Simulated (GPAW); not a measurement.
Here is a GPAW 26.7.0 calculation.

run.py

```python
from ase.dft.bandgap import bandgap
from ase.io import read, write
from ase.units import GPa
from gpaw import GPAW, PW, setup_paths

setup_paths.insert(0, '.')

atoms = read('CdO.xyz')

calc = GPAW(mode=PW(1100),
            xc='PBE',
            kpts={'size': (8, 8, 8), 'gamma': True},
            occupations={'name': 'fermi-dirac', 'width': 0.05},
            setups='sg15',
            nbands=-9,
            convergence={'density': 1e-05, 'energy': 1e-05},
            maxiter=150,
            txt='gpaw.txt')
atoms.calc = calc
energy = atoms.get_potential_energy()
forces = atoms.get_forces()
stress = atoms.get_stress()
calc.write('gs.gpw')
write('result.traj', atoms)
print(f'Energy: {energy:.6f} eV')
print('Forces (eV/A):')
print(forces.round(4))
print('Stress (GPa):', (stress / GPa).round(3))
print('Fermi level:', round(calc.get_fermi_level(), 4), 'eV')
print(f'Gap: {bandgap(calc)[0]:.4f} eV, direct: {bandgap(calc, direct=True)[0]:.4f} eV')

path = atoms.cell.bandpath('GXWKGLUWLK,UX', npoints=80, eps=1e-4)
bs_calc = calc.fixed_density(kpts=path, symmetry='off', nbands=-17,
                             convergence={'bands': 'CBM+6.0', 'eigenstates': 1e-6}, txt='bands.txt')
bs = bs_calc.band_structure()
bs.write('bs.json')
print(f'Gap on the path: {bandgap(bs_calc)[0]:.4f} eV')
```

CdO.xyz

```xyz
2
Lattice="0.0000000000 2.3495000000 2.3495000000 2.3495000000 0.0000000000 2.3495000000 2.3495000000 2.3495000000 0.0000000000" Properties=species:S:1:pos:R:3 pbc="T T T"
Cd     0.0000000000      0.0000000000      0.0000000000
O      2.3495000000      2.3495000000      2.3495000000
```

Potentials or basis: SG15 ONCV 1.2, pw.

Launch:

```sh
$ OMP_NUM_THREADS=1 python run.py
```

Q: Predict the pressure.

A: 5.9 GPa.

Q: Predict the band gap along the path.

A: None (metal or under the smearing width).

Levels at the corners of the path, in eV from the Fermi level:
| point | band 11 | band 12 | band 13 | band 14 |
| --- | --- | --- | --- | --- |
| Γ | -1.47 | -1.47 | -1.47 | -0.53 |
| X | -4.43 | -2.43 | -2.43 | 3.78 |
| W | -3.11 | -3.11 | -2.00 | 5.89 |
| K | -3.52 | -3.00 | -1.39 | 5.32 |
| Γ | -1.47 | -1.47 | -1.47 | -0.53 |
| L | -3.96 | -0.14 | -0.14 | 4.34 |
| U | -3.52 | -3.00 | -1.39 | 5.32 |
| W | -3.11 | -3.11 | -2.00 | 5.89 |
| L | -3.96 | -0.14 | -0.14 | 4.34 |
| K | -3.52 | -3.00 | -1.39 | 5.32 |
| U | -3.52 | -3.00 | -1.39 | 5.32 |
| X | -4.43 | -2.43 | -2.43 | 3.78 |

Caveat: this crystal is a semiconductor, whose small gap the functional closes, so the metal is an error of the method.
